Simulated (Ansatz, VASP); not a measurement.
Given: the input of a run of Ansatz 0.2.0 on MoS2.

File input.yaml:

```yaml
crystal:
  lattice:
    - [3.2274645616, 0.0, 0.0]
    - [-1.6137322808, 2.7950663001, 0.0]
    - [0.0, 0.0, 6.31247342]
  atoms:
    - { symbol: Mo, position: [0.0, 0.0, 0.5] }
    - { symbol: S, position: [0.6666666667, 0.3333333333, 0.74468068] }
    - { symbol: S, position: [0.3333333333, 0.6666666667, 0.25531932] }
hamiltonian:
  xc: pbesol
  pseudopotentials: { kind: paw }
kpoints:
  mp_grid: { grid: [9, 9, 4] }
scf:
  occupations: { method: fermi_dirac, width: 0.05 }
output:
  forces: true
  stress: true
  eigenvalues: true
```

Potentials or basis: Ansatz PAW.

Run with:

```sh
$ ansatz run input.yaml --threads 1 --pin off --max-ram 3584MiB --backend cpu --events-out ev --progress --plain --runs-dir out
```

Task: Translate it to VASP 6.6.1. Potentials there: VASP PAW PBE potentials, release 64 (Mo_sv, S).

Result: As run (the cutoff follows the program's own potentials):

Contents of INCAR:

```
SYSTEM = MoS2
PREC     = Accurate       ! precision mode
ENCUT    = 520            ! plane-wave cutoff, eV
EDIFF    = 1E-7           ! SCF threshold, eV
ISMEAR   = -1             ! smearing method
SIGMA    = 0.05           ! smearing width, eV
LREAL    = .False.        ! projectors in reciprocal space
LASPH    = .True.         ! aspherical terms in the spheres
NELM     = 80             ! most SCF steps
ALGO     = Normal         ! electronic algorithm
ISIF     = 2              ! what is computed and relaxed
LWAVE    = .False.        ! write WAVECAR
LCHARG   = .False.        ! write CHGCAR
GGA      = PS             ! functional
NBANDS   = 20             ! bands
```

The input KPOINTS:

```
regular mesh
0
Gamma
  9 9 4
  0 0 0
```

Contents of POSCAR:

```
MoS2
1.0
    3.2274645616      0.0000000000      0.0000000000
   -1.6137322808      2.7950663001      0.0000000000
    0.0000000000      0.0000000000      6.3124734200
Mo S
1 2
Direct
    0.0000000000      0.0000000000      0.5000000000
    0.6666666667      0.3333333333      0.7446806800
    0.3333333333      0.6666666667      0.2553193200
```

Potentials or basis: VASP PAW PBE potentials, release 64 (Mo_sv, S).

Run with:

```console
$ cat potpaw_PBE.64/Mo_sv/POTCAR potpaw_PBE.64/S/POTCAR > POTCAR
$ mpirun -np 1 vasp_std > vasp.out
```

Both were run:

|  | VASP | Ansatz | Ansatz less VASP |
| --- | --- | --- | --- |
| gap on the k mesh at the Fermi level (eV) | none | none | - |
| pressure (GPa) | -3.4 | -3.4 | -0.01 |
| largest component of the traceless stress (GPa) | 2.50 | 2.48 | -0.026 |
| rms of the force components (eV/Å) | 0.012 | 0.010 | -0.0029 |

Atom by atom the forces differ by 0.003 eV/Å (rms over components). A gap of «none» marks a metal or a gap that the smearing closes.

Caveats: this functional lacks dispersion, which binds the layers, so the pressure and a relaxed spacing across them are unreliable; the PAW data sets were made with another functional, which shifts forces and pressure a little (VASP); the PAW data sets come from PBE, with cores solved anew for the run's functional, which leaves a small shift of forces and pressure (Ansatz).
